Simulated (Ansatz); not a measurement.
Si started at a second open point in diamond Si, 65 atoms, charge 0

Level of theory: DFT, PBEsol, PAW, plane waves in Ansatz 0.2.0.

Command:

```sh
ansatz run in.yaml --threads 8 --pin off --max-ram 118750MiB --runs-dir r --events-out ev --progress --plain --backend cuda --devices 0,
```

The input less its lattice and atoms (starting moments on atoms near the defect: 2 μB in all):

```yaml
crystal:
  symmetry: { detect: false }
kpoints:
  mp_grid: { grid: [1, 1, 1], shift: [0.25, 0.25, 0.25] }
hamiltonian:
  xc: pbesol
magnetization:
  spin_polarized: true
scf:
  occupations: { method: fermi_dirac, width: 0.01 }
relax:
  f_tol: 0.03
  max_steps: 80
  escape_saddle: false
  adjacent_minimum: "off"
output:
  forces: true
  eigenvalues: true
  populations: true
```

Start:

```xyz
65
Lattice="10.8656 0.0000 0.0000 0.0000 10.8656 0.0000 0.0000 0.0000 10.8656" Properties=species:S:1:pos:R:3 pbc="T T T"
Si    0.0015    0.0240    0.0285
Si    0.0042    0.0196    5.4449
Si    0.0085    5.4401    0.0098
Si    0.0250    5.4355    5.3909
Si    5.4230   10.8430   10.8555
Si    5.4314    0.0060    5.4189
Si    5.4673    5.4567   10.8651
Si    5.3837    5.4413    5.4182
Si    1.3267    1.3512    1.3656
Si    1.3522    1.3639    6.7975
Si    1.3856    6.7755    1.3557
Si    1.3589    6.8224    6.7654
Si    6.7606    1.3532    1.3644
Si    6.8014    1.3465    6.7874
Si    6.8077    6.7974    1.3697
Si    6.8013    6.8089    6.7661
Si    2.7238    2.6730   10.8348
Si    2.7304    2.7029    5.4478
Si    2.6813    8.1311    0.0365
Si    2.7012    8.1446    5.4211
Si    8.1041    2.7179    0.0053
Si    8.1383    2.6905    5.4587
Si    8.1107    8.1471    0.0164
Si    8.1824    8.1042    5.4275
Si    4.0674    4.0570    1.3625
Si    4.0764    4.0665    6.7982
Si    4.0681    9.5081    1.3662
Si    4.0727    9.5227    6.7824
Si    9.4982    4.0652    1.3466
Si    9.4840    4.0740    6.7831
Si    9.5124    9.5019    1.3659
Si    9.4989    9.5349    6.7877
Si    2.6978    0.0312    2.7320
Si    2.6949    0.0119    8.1409
Si    2.7540    5.4305    2.7235
Si    2.7495    5.4411    8.1226
Si    8.1209    0.0119    2.7170
Si    8.1564    0.0097    8.1109
Si    8.1204    5.4494    2.7094
Si    8.1527    5.4206    8.1455
Si    4.0569    1.3445    4.0679
Si    4.0917    1.3672    9.5252
Si    4.0618    6.8128    4.0466
Si    4.0671    6.7882    9.5027
Si    9.4726    1.3485    4.0519
Si    9.5396    1.3342    9.4848
Si    9.4858    6.8292    4.0753
Si    9.4808    6.7680    9.5093
Si    0.0090    2.7243    2.7196
Si   10.8389    2.6908    8.1686
Si   10.8490    8.1514    2.7326
Si    0.0056    8.1742    8.1781
Si    5.3921    2.7306    2.7138
Si    5.4638    2.7165    8.1523
Si    5.4140    8.1457    2.7143
Si    5.4165    8.1653    8.1492
Si    1.3487    4.0938    4.0475
Si    1.3700    4.0939    9.5530
Si    1.3563    9.5098    4.0627
Si    1.3720    9.4949    9.5132
Si    6.8328    4.0903    4.0657
Si    6.7601    4.0451    9.4957
Si    6.7902    9.5164    4.0630
Si    6.8037    9.5383    9.5196
Si    8.8055    6.1157    6.1226
```

Steps:

```
 step  energy less the first (eV)  largest force component (eV/Å)
start                       0.000                           3.124
    1                      -1.048                           1.373
    2                      -1.235                           0.087
    3                      -1.235                           0.098
    4                      -1.242                           0.014
```

A structure on the way, about -1.05 eV from the start:

```xyz
65
Lattice="10.8656 0.0000 0.0000 0.0000 10.8656 0.0000 0.0000 0.0000 10.8656" Properties=species:S:1:pos:R:3 pbc="T T T"
Si    0.0057    0.0044    0.0013
Si    0.0064    0.0150    5.4308
Si    0.0099    5.4254    0.0137
Si    0.0807    5.4322    5.4152
Si    5.4217   10.8651   10.8605
Si    5.4172    0.0055    5.4240
Si    5.4223    5.4338    0.0011
Si    5.3733    5.4306    5.4202
Si    1.3533    1.3527    1.3516
Si    1.3581    1.3530    6.8016
Si    1.3674    6.7960    1.3465
Si    1.3938    6.8107    6.7937
Si    6.7716    1.3606    1.3613
Si    6.7780    1.3516    6.7958
Si    6.7797    6.7951    1.3490
Si    6.7323    6.7959    6.7752
Si    2.7150    2.7103   10.8586
Si    2.7178    2.6993    5.4437
Si    2.6963    8.1525    0.0006
Si    2.7180    8.1582    5.4223
Si    8.1376    2.7047    0.0054
Si    8.1298    2.6751    5.4231
Si    8.1314    8.1545    0.0161
Si    8.1744    8.1806    5.4344
Si    4.0776    4.0600    1.3631
Si    4.0564    4.0689    6.7973
Si    4.0667    9.5110    1.3473
Si    4.0685    9.5211    6.7898
Si    9.5083    4.0690    1.3429
Si    9.4959    4.0050    6.7850
Si    9.5078    9.5217    1.3485
Si    9.5079    9.5583    6.7989
Si    2.7183    0.0127    2.7141
Si    2.7039   10.8604    8.1520
Si    2.7266    5.4323    2.6949
Si    2.7305    5.4305    8.1506
Si    8.1394    0.0105    2.7058
Si    8.1383    0.0138    8.1474
Si    8.1324    5.4323    2.6789
Si    8.1639    5.4245    8.2155
Si    4.0701    1.3657    4.0656
Si    4.0638    1.3604    9.5174
Si    4.0505    6.8004    4.0573
Si    4.0638    6.7946    9.5137
Si    9.5055    1.3451    4.0634
Si    9.5111    1.3511    9.5130
Si    9.4988    6.8116    4.0172
Si    9.5115    6.7933    9.5501
Si   10.8588    2.7072    2.6986
Si    0.0220    2.6869    8.1943
Si    0.0228    8.1903    2.6927
Si   10.8451    8.1489    8.1437
Si    5.4352    2.7346    2.7255
Si    5.4166    2.7082    8.1494
Si    5.4045    8.1432    2.7002
Si    5.4028    8.1887    8.1828
Si    1.3864    4.0448    4.0355
Si    1.3736    4.0919    9.5267
Si    1.3719    9.5280    4.0780
Si    1.3436    9.4929    9.4973
Si    6.8048    4.1048    4.0890
Si    6.7484    4.0322    9.5307
Si    6.7616    9.5321    4.0434
Si    6.7979    9.5300    9.5284
Si    8.8153    6.1064    6.1245
```

End:

```xyz
65
Lattice="10.8656 0.0000 0.0000 0.0000 10.8656 0.0000 0.0000 0.0000 10.8656" Properties=species:S:1:pos:R:3 pbc="T T T"
Si    0.0027   10.8551   10.8521
Si    0.0048    0.0224    5.4331
Si    0.0050    5.4361    0.0201
Si    0.1059    5.4340    5.4306
Si    5.4284    0.0104    0.0071
Si    5.4118    0.0029    5.4226
Si    5.4119    5.4257    0.0004
Si    5.3741    5.4250    5.4226
Si    1.3542    1.3523    1.3493
Si    1.3710    1.3573    6.7983
Si    1.3711    6.8011    1.3552
Si    1.4061    6.8012    6.7993
Si    6.7811    1.3720    1.3699
Si    6.7761    1.3387    6.7887
Si    6.7764    6.7916    1.3364
Si    6.6714    6.7943    6.7916
Si    2.7207    2.7173    0.0077
Si    2.7144    2.7004    5.4218
Si    2.7003    8.1574   10.8535
Si    2.7330    8.1598    5.4330
Si    8.1360    2.7017    0.0011
Si    8.1358    2.6657    5.4235
Si    8.1457    8.1603    0.0207
Si    8.1444    8.2626    5.4308
Si    4.0835    4.0698    1.3691
Si    4.0478    4.0660    6.7884
Si    4.0629    9.5105    1.3493
Si    4.0676    9.5257    6.7988
Si    9.5021    4.0671    1.3365
Si    9.5070    3.9614    6.7929
Si    9.5127    9.5259    1.3548
Si    9.5127    9.5606    6.8001
Si    2.7205    0.0107    2.7144
Si    2.7003   10.8557    8.1544
Si    2.7142    5.4244    2.6983
Si    2.7334    5.4352    8.1578
Si    8.1363    0.0031    2.6990
Si    8.1458    0.0233    8.1571
Si    8.1357    5.4261    2.6636
Si    8.1448    5.4336    8.2606
Si    4.0837    1.3718    4.0668
Si    4.0626    1.3522    9.5072
Si    4.0479    6.7910    4.0636
Si    4.0676    6.8020    9.5232
Si    9.5019    1.3388    4.0642
Si    9.5122    1.3576    9.5232
Si    9.5067    6.7964    3.9589
Si    9.5128    6.8032    9.5583
Si   10.8376    2.6953    2.6928
Si    0.0455    2.6882    8.1974
Si    0.0456    8.2003    2.6859
Si   10.8237    8.1118    8.1090
Si    5.4605    2.7497    2.7466
Si    5.4049    2.6954    8.1240
Si    5.4045    8.1268    2.6926
Si    5.3991    8.1996    8.1968
Si    1.3821    4.0294    4.0270
Si    1.3778    4.1004    9.5307
Si    1.3785    9.5333    4.0979
Si    1.3244    9.4783    9.4757
Si    6.8268    4.1169    4.1147
Si    6.7393    4.0289    9.5343
Si    6.7392    9.5367    4.0261
Si    6.8111    9.5327    9.5297
Si    8.8150    6.1069    6.1050
```

The calculation finished and met its thresholds.

Time: 9.2 s of wall time on one NVIDIA GB300 with 8 processor threads, on a host shared with other runs; peak host memory 1.9 GiB.

Q: How much energy did the relaxation gain, and which atom moved most?

A: 1.24 eV in 4 steps, from a start with small random displacements (neighbours that lie too close to an added atom are first pushed off); atom 24 (Si) moved 0.16 Å, the median atom 0.04 Å (drift of the whole cell removed).

The moment started at 2 μB and ended at 0.0 μB; no other spin state is shown. The program warned that the state may not be the lowest. The one k point has no symmetry partners, which can distort the end along one axis.
